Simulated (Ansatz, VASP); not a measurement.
I: VASP beside Ansatz

Contents of INCAR:

```
PREC = Accurate ; ENCUT = 520
EDIFF = 1E-6 ; ISMEAR = -1
SIGMA = 0.05 ; LREAL = False
LASPH = True ; NELM = 80
ALGO = Normal ; ISIF = 2
LWAVE = False ; LCHARG = False
GGA = PS ; NBANDS = 10
```

The input KPOINTS:

```
Automatic mesh
0
Gamma
  9 9 9
```

The input POSCAR:

```
I
1.0
    0.0000000000      2.2709764251      3.9098401324
    2.1045556480      0.0000000000      3.9098401324
    2.1045556480      2.2709764251      0.0000000000
I
1
Direct
    0.0000000000      0.0000000000      0.0000000000
```

File input.yaml:

```yaml
crystal:
  lattice:
    - [0.0, 2.2709764251, 3.9098401324]
    - [2.104555648, 0.0, 3.9098401324]
    - [2.104555648, 2.2709764251, 0.0]
  atoms:
    - { symbol: I, position: [0.0, 0.0, 0.0] }
kpoints:
  mp_grid: { grid: [9, 9, 9] }
  band_path:
    path:
      - [0.0, 0.0, 0.0]
      - [0.5, 0.0, 0.5]
      - [0.5, 0.1077323112, 0.6077323112]
      - [0.0432411604, 0.5, 0.5432411604]
      - [0.0, 0.5, 0.5]
      - [0.0, 0.0, 0.0]
      - [0.5, 0.5, 0.0]
      - [0.9567588396, 0.5, 0.4567588396]
    npoints: 12
scf:
  occupations: { method: fermi_dirac, width: 0.05 }
hamiltonian:
  xc: pbesol
  pseudopotentials: { kind: all_electron, lapw: { basis_error: 0.001 } }
output:
  forces: true
  stress: true
  eigenvalues: true
```

Change from the starting cell: strain_xy = -0.04.

Alike in both runs: functional PBEsol; k mesh 9 × 9 × 9; occupations fermi-dirac, width 0.05 eV; no spin polarisation.

```csv
,VASP,Ansatz
version,VASP 6.6.1,Ansatz 0.2.0
potentials or method,"VASP PAW PBE potentials, release 64 (I)","all-electron LAPW, scalar-relativistic"
plane-wave cutoff (eV),520,see its input
task,single point,band structure
```

VASP gave:

- gap on the k mesh at the Fermi level (eV): none
- pressure (GPa): 2.3
- largest component of the traceless stress (GPa): 2.79

Problem. Which values does Ansatz return?

Solution. gap on the k mesh at the Fermi level (eV): none; pressure (GPa): 2.3; largest component of the traceless stress (GPa): 2.80.

A gap of «none» marks a metal or a gap that the smearing closes. Ansatz ran all-electron here, so the differences hold the error of VASP's frozen core and of both bases.

Caveats: an odd number of electrons without spin polarisation forces a metal; a magnetic or distorted state may lie lower; the PAW data sets were made with another functional, which shifts forces and pressure a little (VASP); spin-orbit coupling is left out, which moves the levels of the heavy elements (Ansatz). Spin-orbit coupling is left out, which matters for the levels of I.
